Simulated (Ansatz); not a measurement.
**Al3Cu: course of a relaxation**

The calculation used Ansatz, DFT r2SCAN, scalar-relativistic, plane waves, PAW. (500 eV cutoff, 18×18×8 k-mesh, Gaussian smearing of 0.10 eV, no spin polarisation)

What was changed: biaxial strain in the a-b plane, c and atoms relaxed: +2.0 %.

Command:

```bash
ansatz run input.yaml --threads 1 --pin off --max-ram 2560MiB --backend cpu --events-out ev --progress --plain --runs-dir out
```

Input:

```yaml
crystal:
  lattice:
    - [2.8292564811, 0.0, 0.0]
    - [0.0, 2.8292564811, 0.0]
    - [0.0, 0.0, 7.5007607559]
  atoms:
    - { symbol: Al, position: [0.0, 0.0, 0.5] }
    - { symbol: Al, position: [0.5, 0.5, 0.2224686288] }
    - { symbol: Al, position: [0.5, 0.5, 0.7775313712] }
    - { symbol: Cu, position: [0.0, 0.0, 0.0] }
basis:
  ecutwfc: 500
kpoints:
  mp_grid: { grid: [18, 18, 8] }
hamiltonian:
  xc: r2scan
scf:
  occupations: { method: gaussian, width: 0.1 }
output:
  forces: true
  stress: true
  eigenvalues: true
relax:
  adjacent_minimum: "off"
  f_tol: 0.008
  max_steps: 40
  cell: { stress_tol: 0.015, fix: [a, b, gamma] }
```

F is the free energy. Steps run on the plane waves of an earlier cell, but the last one, and at times one on the way, on a freshly chosen basis, so a repeated geometry can differ a little in energy. The held parts of the cell keep their stress, so P needn't end at zero.

Steps:

```tsv
step	F − F(1) (eV)	largest force component (eV/Å)	V (Å³/atom)	P (GPa)
1	0.0000	0.037	15.010	-2.88
2	-0.0002	0.005	15.028	-2.94
3	-0.0002	0.001	15.012	-2.83
4	-0.0002	0.000	15.014	-2.84
5	-0.0002	0.000	15.014	-2.84
```

Relaxed structure:

```yaml
crystal:
  lattice:
    - [2.82926, 0.00000, 0.00000]
    - [0.00000, 2.82926, 0.00000]
    - [0.00000, 0.00000, 7.50248]
  atoms:
    - { symbol: Al, position: [0.00000, 0.00000, 0.50000] }
    - { symbol: Al, position: [0.50000, 0.50000, 0.22167] }
    - { symbol: Al, position: [0.50000, 0.50000, 0.77833] }
    - { symbol: Cu, position: [0.00000, 0.00000, 0.00000] }
```

Symmetry: P4/mmm, No. 123, tetragonal system. Conventional cell: a = 2.829 Å, b = 2.829 Å, c = 7.502 Å, α = 90.00°, β = 90.00°, γ = 90.00°. Around Al (site symmetry 4/mmm) lie 12 Al at 2.83 to 2.89 Å. Al (site symmetry 4mm) has 4 Cu at 2.60 Å and 8 Al at 2.83 to 2.89 Å as nearest neighbours. Cu (site symmetry 4/mmm) has 8 Al at 2.60 Å and 4 Cu at 2.83 Å as nearest neighbours.

The run converged. It took 5.5 min on 1 thread of Intel(R) Xeon(R) Processor @ 2.50GHz (Skylake/Cascade Lake), with other jobs on the host, peak memory 0.77 GiB.